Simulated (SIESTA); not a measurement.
Set up this calculation in SIESTA 5.4.2, as an ASE script.

| Quantity | Value |
| --- | --- |
| Task | single point |
| Functional | RPBE |
| Potentials or basis | PseudoDojo 0.5 standard (PBE files) |
| Basis | DZ (energy shift 0.003 Ry; two zetas on semicore shells) |
| Grid cutoff | 500 Ry |
| Energy shift | 0.003 Ry |
| k mesh | 9 × 9 × 1 |
| Occupations | fermi-dirac, width 0.05 eV |
| Spin | no spin polarisation |
| dipole correction | yes |

The system is In, a slab with vacuum.

```
CELL_PARAMETERS angstrom
3.33548 0.00000 0.00000
-1.66774 2.88861 0.00000
0.00000 0.00000 20.50914
ATOMIC_POSITIONS crystal
In 0.33333 0.66667 0.36569
In 0.66667 0.33333 0.50000
In 0.33333 0.66667 0.63431
```

The slab is cut from a database's or a generator's crystal, which needn't be the stable form of the element.

These files were run (other wordings do the same):

run.py

```python
from ase import Atoms
from ase.calculators.siesta import Siesta
from ase.units import Ry, GPa

atoms = Atoms(
    ['In', 'In', 'In'],
    cell=[
        [3.335484782, -0.0, 0.0],
        [-1.667742391, 2.8886145552, 0.0],
        [0.0, 0.0, 20.50914292],
    ],
    scaled_positions=[
        [0.33333333, 0.66666666, 0.365690562],
        [0.66666667, 0.33333334, 0.5],
        [0.33333333, 0.66666666, 0.634309438],
    ],
    pbc=True,
)

fdf = {
    'SCFMustConverge': False,
    'OccupationFunction': 'FD',
    'ElectronicTemperature': '0.05 eV',
    'Slab.DipoleCorrection': 'vacuum',
    'MaxSCFIterations': '120',
    'SCF.Mixer.Method': 'Pulay',
    'SCF.Mixer.Weight': '0.25',
    'SCF.Mixer.History': '8',
    'SCF.DM.Tolerance': '5.0e-05',
    'SCF.H.Tolerance': '1.0e-03 eV',
    'WriteForces': 'true',
    'Charge.Mulliken': 'end',
    'Charge.Hirshfeld': 'end',
    'Charge.Voronoi': 'end',
    'SaveRho': 'true',
    'SaveElectrostaticPotential': 'true',
    'PAO.Basis': ['In.1 3', 'n=5 0 2', '  7.025 0.000', 'n=5 1 2', '  9.500 0.000', 'n=4 2 2', '  4.098 0.000'],
}
calc = Siesta(
    label="In",
    command="siesta < PREFIX.fdf > PREFIX.out",
    pseudo_path="pseudos",
    pseudo_qualifier="",
    xc=('GGA', 'RPBE'),
    basis_set="DZ",
    mesh_cutoff=500 * Ry,
    energy_shift=0.003 * Ry,
    kpts=[9, 9, 1],
    spin="non-polarized",
    fdf_arguments=fdf,
)
atoms.calc = calc

print(f"energy = {atoms.get_potential_energy():.6f} eV")
free = atoms.get_potential_energy(force_consistent=True)
print(f"free energy = {free:.6f} eV")
print("forces (eV/A):")
print(atoms.get_forces(apply_constraint=False).round(6))
print("stress (GPa, Voigt order, tension positive):", (atoms.get_stress() / GPa).round(4))
```

Potentials or basis: PseudoDojo 0.5 standard (PBE files), DZ (energy shift 0.003 Ry; two zetas on semicore shells).

The run is started by

```bash
$ python run.py
```

It gave:

The largest force is 0.125 eV/Å. The band gap on the k mesh is none (metal or under the smearing width) and the work function is 3.83 eV.

Caveat: the basis has no polarisation orbitals; the potentials were made for another functional, which shifts forces and pressure; the basis of atomic orbitals isn't converged, which shifts pressures, moduli and gaps.

Wall time 22 s on 1 thread of Arm Neoverse V2 (shared host), peak memory 0.28 GiB.
